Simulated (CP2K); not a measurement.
# Ir (Fm-3m) in CP2K: reference runs

Aim: a first look at Ir with PBE, on the cell as given and on a disturbed one.

Everything below comes from runs of CP2K 2026.2. Logs are shortened: lines on timing, memory, paths and dates and some standing lists are left out, and cuts for length are marked.

### 1 Starting point

It takes space group Fm-3m (No. 225, cubic). Conventional cell: a = 3.831 Å, b = 3.831 Å, c = 3.831 Å, α = 90.00°, β = 90.00°, γ = 90.00°. Ir (site symmetry m-3m) is surrounded by 12 Ir at 2.71 Å.

### 2 Single point, PBE

ir_scf.inp

```
&GLOBAL
  PROJECT ir_scf
  RUN_TYPE ENERGY_FORCE
  PRINT_LEVEL LOW
&END GLOBAL
&FORCE_EVAL
  METHOD QS
  STRESS_TENSOR ANALYTICAL
  &DFT
    BASIS_SET_FILE_NAME BASIS_MOLOPT_UZH
    POTENTIAL_FILE_NAME POTENTIAL_UZH
    &MGRID
      CUTOFF 450
      REL_CUTOFF 60
      NGRIDS 4
    &END MGRID
    &QS
      METHOD GPW
      EPS_DEFAULT 1.0E-10
    &END QS
    &KPOINTS
      SCHEME MONKHORST-PACK 12 12 12
      GAMMA_CENTERED T
      SYMMETRY T
      SYMMETRY_BACKEND SPGLIB
    &END KPOINTS
    &SCF
      SCF_GUESS ATOMIC
      EPS_SCF 1.0E-6
      MAX_SCF 100
      ADDED_MOS 11
      CHOLESKY OFF
      EPS_EIGVAL 1.0E-7
      &DIAGONALIZATION ON
        ALGORITHM STANDARD
      &END DIAGONALIZATION
      &MIXING ON
        METHOD BROYDEN_MIXING
        ALPHA 0.4
        BETA 1.5
        NBUFFER 8
      &END MIXING
      &SMEAR ON
        METHOD FERMI_DIRAC
        ELECTRONIC_TEMPERATURE 580.23
      &END SMEAR
    &END SCF
    &XC
      &XC_FUNCTIONAL
        &GGA_X_PBE
        &END GGA_X_PBE
        &GGA_C_PBE
        &END GGA_C_PBE
      &END XC_FUNCTIONAL
    &END XC
    &PRINT
      &KPOINTS ON
      &END KPOINTS
      &MULLIKEN ON
      &END MULLIKEN
      &MO ON
        ENERGIES T
        OCCUPATION_NUMBERS T
        &EACH
          QS_SCF 0
        &END EACH
        ADD_LAST NUMERIC
      &END MO
      &LOWDIN ON
      &END LOWDIN
      &HIRSHFELD ON
        SHAPE_FUNCTION DENSITY
      &END HIRSHFELD
      &E_DENSITY_CUBE ON
        STRIDE 1
      &END E_DENSITY_CUBE
      &V_HARTREE_CUBE ON
        STRIDE 1
      &END V_HARTREE_CUBE
      &ELF_CUBE ON
        STRIDE 1
      &END ELF_CUBE
    &END PRINT
  &END DFT
  &SUBSYS
    &CELL
      ABC 2.7090675001 2.7090675000 2.7090675000
      ALPHA_BETA_GAMMA 60.0000000004 60.0000000005 60.0000000004
      PERIODIC XYZ
    &END CELL
    &COORD
      SCALED
      Ir  0.0000000000 0.0000000000 0.0000000000
    &END COORD
    &KIND Ir
      BASIS_SET TZVP-MOLOPT-PBE-GTH-q17
      POTENTIAL GTH-PBE-q17
    &END KIND
    &PRINT
      &ATOMIC_COORDINATES ON
      &END ATOMIC_COORDINATES
      &CELL ON
      &END CELL
    &END PRINT
  &END SUBSYS
  &PRINT
    &FORCES ON
    &END FORCES
    &STRESS_TENSOR ON
    &END STRESS_TENSOR
  &END PRINT
&END FORCE_EVAL
```

Potentials or basis: POTENTIAL_UZH Ir GTH-PBE-q17; TZVP-MOLOPT-PBE-GTH basis.

The run is started by

```
OMP_NUM_THREADS=1 cp2k.psmp -i ir_scf.inp -o ir_scf.out
```

ir_scf.out:

```text

 CP2K| version string:                                       CP2K version 2026.2
 CP2K| Input file name                                                ir_scf.inp

 GLOBAL| Force Environment number                                              1
 GLOBAL| Basis set file name                                    BASIS_MOLOPT_UZH
 GLOBAL| Potential file name                                       POTENTIAL_UZH
 GLOBAL| MM Potential file name                                     MM_POTENTIAL
 GLOBAL| Coordinate file name                                      __STD_INPUT__
 GLOBAL| Method name                                                        CP2K
 GLOBAL| Project name                                                     ir_scf
 GLOBAL| Run type                                                   ENERGY_FORCE
 GLOBAL| FFT library                                                       FFTW3
[... 8 lines left out ...]
 GLOBAL| CPU model name                                                  UNKNOWN

 CELL| Volume [angstrom^3]:                                            14.058678
 CELL| Vector a [angstrom]:       2.709     0.000     0.000   |a| =     2.709068
 CELL| Vector b [angstrom]:       1.355     2.346     0.000   |b| =     2.709068
 CELL| Vector c [angstrom]:       1.355     0.782     2.212   |c| =     2.709068
 CELL| Angle (b,c), alpha [degree]:                                    60.000000
 CELL| Angle (a,c), beta  [degree]:                                    60.000000
 CELL| Angle (a,b), gamma [degree]:                                    60.000000
 CELL| Numerically orthorhombic:                                              NO
 CELL| Periodicity                                                           XYZ

 CELL_REF| Volume [angstrom^3]:                                        14.058678
 CELL_REF| Vector a [angstrom     2.709     0.000     0.000   |a| =     2.709068
 CELL_REF| Vector b [angstrom     1.355     2.346     0.000   |b| =     2.709068
 CELL_REF| Vector c [angstrom     1.355     0.782     2.212   |c| =     2.709068
 CELL_REF| Angle (b,c), alpha [degree]:                                60.000000
 CELL_REF| Angle (a,c), beta  [degree]:                                60.000000
 CELL_REF| Angle (a,b), gamma [degree]:                                60.000000
 CELL_REF| Numerically orthorhombic:                                          NO
 CELL_REF| Periodicity                                                       XYZ

[... 8 lines left out ...]
 TOTAL NUMBERS AND MAXIMUM NUMBERS

  Total number of            - Atomic kinds:                                   1
                             - Atoms:                                          1
                             - Shell sets:                                     1
                             - Shells:                                        11
                             - Primitive Cartesian functions:                  7
                             - Cartesian basis functions:                     41
                             - Spherical basis functions:                     35

  Maximum angular momentum of- Orbital basis functions:                        3
                             - Local part of the GTH pseudopotential:          2
                             - Non-local part of the GTH pseudopotential:      4

[... 111 lines left out ...]

  Electronic density on regular grids:        -16.9999999998        0.0000000002
  Core density on regular grids:               16.9999999988       -0.0000000012
  Total charge density on r-space grids:       -0.0000000010
  Total charge density g-space grids:          -0.0000000010

  Overlap energy of the core charge distribution:               0.00000000045603
  Self energy of the core charge distribution:               -159.66230579087645
  Core Hamiltonian energy:                                     35.56970139898460
  Hartree energy:                                              29.54028722454287
  Exchange-correlation energy:                                -10.62148516208293
  Electronic entropic energy:                                  -0.00017330651969
  Fermi energy:                                                 0.67583782696471

  Total energy:                                              -105.17397563549827
  Total energy (extrapolated to T->0):                       -105.17388898223842

 MO| EIGENVALUES AND OCCUPATION NUMBERS FOR K POINT 1
 MO|
 MO|  Index      Eigenvalue [a.u.]        Eigenvalue [eV]             Occupation
 MO|      1              -2.732006             -74.341672               2.000000
 MO|      2              -1.178231             -32.061301               2.000000
 MO|      3              -1.153979             -31.401366               2.000000
 MO|      4              -1.153979             -31.401366               2.000000
 MO|      5               0.373191              10.155037               2.000000
 MO|      6               0.529378              14.405096               2.000000
[... 350 lines left out ...]
 MO|     19               2.121378              57.725630               0.000000
 MO|     20               2.145848              58.391498               0.000000
 MO| Sum:                                                              17.999998
 MO| E(Fermi):            0.675838 a.u.         18.390483 eV

 [... the levels of further k-points ...]

 The electron density is written in Cube    file format to the file:

 ir_scf-ELECTRON_DENSITY-1_0.cube

 !-----------------------------------------------------------------------------!
                     Mulliken Population Analysis

 #  Atom  Element  Kind  Atomic population                           Net charge
       1     Ir       1         17.000000                             -0.000000
 # Total charge                             17.000000                 -0.000000

 !-----------------------------------------------------------------------------!

 !-----------------------------------------------------------------------------!
                           Hirshfeld Charges

  #Atom  Element  Kind  Ref Charge     Population                    Net charge
      1       Ir     1      17.000         17.000                        -0.000

  Total Charge                                                           -0.000
 !-----------------------------------------------------------------------------!

 LOWDIN POPULATION ANALYSIS

 #  Atom  Element  Kind  Atomic population                           Net charge
       1     Ir       1         17.000000                             -0.000000
 # Total charge                             17.000000                 -0.000000

               ----- ELF is computed on the real space grid -----

 ELF is written in Cube    file format to the file:

 ir_scf-ELF_S1-1_0.cube

 ENERGY| Total FORCE_EVAL ( QS ) energy [hartree]           -105.173976928473365

 FORCES| Atomic forces [hartree/bohr]
 FORCES|   Atom     x               y               z               |f|
 FORCES|      1 -2.47146079E-14 -3.24976049E-16  2.25282171E-14   3.34430564E-14
 FORCES| Sum    -2.47146079E-14 -3.24976049E-16  2.25282171E-14
 FORCES| Total atomic force                                       3.34430564E-14

 STRESS| Analytical stress tensor [bar]
 STRESS|                        x                   y                   z
 STRESS|      x        9.20223255630E+04   5.06915821432E-02   3.45765017858E-02
 STRESS|      y        5.06915821432E-02   9.20222008882E+04  -4.06772280169E-02
 STRESS|      z        3.45765017858E-02  -4.06772280169E-02   9.20221858987E+04
 STRESS| 1/3 Trace                                             9.20222374499E+04
 STRESS| Determinant                                           7.79252789822E+14

 STRESS| Eigenvectors and eigenvalues of the analytical stress tensor [bar]
 STRESS|                        1                   2                   3
 STRESS| Eigenvalues   9.20221336227E+04   9.20222326729E+04   9.20223460543E+04
 STRESS|      x          -0.297441952347      0.122284017731      0.946876393196
 STRESS|      y           0.648113254063     -0.702379279259      0.294300115487
 STRESS|      z           0.701054559141      0.701220341316      0.129663171459
```

It took 2 min on 1 thread of Arm Neoverse V2, shared host; peak memory 0.29 GiB.

Results:

```
Free energy            : -2861.9295 eV
Pressure               : 9.2 GPa
Band gap on the k mesh : none (metal or under the smearing width)
```

Caveat: the basis of atomic orbitals isn't converged, which shifts pressures, moduli and gaps.

### 3 Single point, PBE (cell strained at random at fixed volume)

Edit ir_scf.inp of step 2 so:

```diff
@@ -44,3 +44,3 @@
         METHOD FERMI_DIRAC
-        ELECTRONIC_TEMPERATURE 580.23
+        ELECTRONIC_TEMPERATURE [K] 580.226
       &END SMEAR
@@ -86,4 +86,4 @@
     &CELL
-      ABC 2.7090675001 2.7090675000 2.7090675000
-      ALPHA_BETA_GAMMA 60.0000000004 60.0000000005 60.0000000004
+      ABC 2.7558471545 2.6909171380 2.7065450867
+      ALPHA_BETA_GAMMA 59.5435386697 59.3723820646 59.8451941842
       PERIODIC XYZ
@@ -92,3 +92,3 @@
       SCALED
-      Ir  0.0000000000 0.0000000000 0.0000000000
+      Ir  -0.0023390000 -0.0031610000 -0.0142520000
     &END COORD
```

Potentials or basis: POTENTIAL_UZH Ir GTH-PBE-q17; TZVP-MOLOPT-PBE-GTH basis.

The run is started by

```
OMP_NUM_THREADS=1 cp2k.psmp -i ir_scf.inp -o ir_scf.out
```

ir_scf.out:

```text

 CP2K| version string:                                       CP2K version 2026.2
 CP2K| Input file name                                                ir_scf.inp

 GLOBAL| Force Environment number                                              1
 GLOBAL| Basis set file name                                    BASIS_MOLOPT_UZH
 GLOBAL| Potential file name                                       POTENTIAL_UZH
 GLOBAL| MM Potential file name                                     MM_POTENTIAL
 GLOBAL| Coordinate file name                                      __STD_INPUT__
 GLOBAL| Method name                                                        CP2K
 GLOBAL| Project name                                                     ir_scf
 GLOBAL| Run type                                                   ENERGY_FORCE
 GLOBAL| FFT library                                                       FFTW3
[... 8 lines left out ...]
 GLOBAL| CPU model name                                                  UNKNOWN

 CELL| Volume [angstrom^3]:                                            14.058676
 CELL| Vector a [angstrom]:       2.756     0.000     0.000   |a| =     2.755847
 CELL| Vector b [angstrom]:       1.352     2.327     0.000   |b| =     2.690917
 CELL| Vector c [angstrom]:       1.379     0.786     2.192   |c| =     2.706545
[... 556 lines left out ...]
       1     Ir       1         17.000000                              0.000000
 # Total charge                             17.000000                  0.000000

               ----- ELF is computed on the real space grid -----

 ELF is written in Cube    file format to the file:

 ir_scf-ELF_S1-1_0.cube

 ENERGY| Total FORCE_EVAL ( QS ) energy [hartree]           -105.173494339124247

 FORCES| Atomic forces [hartree/bohr]
 FORCES|   Atom     x               y               z               |f|
 FORCES|      1  1.64341717E-06 -2.40585835E-07  9.00916865E-06   9.16099456E-06
 FORCES| Sum     1.64341717E-06 -2.40585835E-07  9.00916865E-06
 FORCES| Total atomic force                                       9.16099456E-06

 STRESS| Analytical stress tensor [bar]
 STRESS|                        x                   y                   z
 STRESS|      x       -1.43159001534E+03   2.87738347448E+04  -3.80050938385E+03
 STRESS|      y        2.87738347448E+04   1.39118998442E+05  -2.66765760945E+04
 STRESS|      z       -3.80050938385E+03  -2.66765760945E+04   1.50192891364E+05
 STRESS| 1/3 Trace                                             9.59600999300E+04
 STRESS| Determinant                                          -1.49418552465E+14

 STRESS| Eigenvectors and eigenvalues of the analytical stress tensor [bar]
 STRESS|                        1                   2                   3
 STRESS| Eigenvalues  -7.10735958924E+03   1.20450254302E+05   1.74537405077E+05
 STRESS|      x           0.980818118989      0.150554305187     -0.123811221835
 STRESS|      y          -0.194702118320      0.726310772904     -0.659214491866
 STRESS|      z          -0.009322155567      0.670675825085      0.741692008223
```

Run time: 3.2 min. Hardware: 1 thread of Arm Neoverse V2, shared host; peak memory 0.37 GiB.

What came out:

```
Free energy            : -2861.9163 eV
Pressure               : 9.6 GPa
Band gap on the k mesh : none (metal or under the smearing width)
```

Caveat: the basis of atomic orbitals isn't converged, which shifts pressures, moduli and gaps.
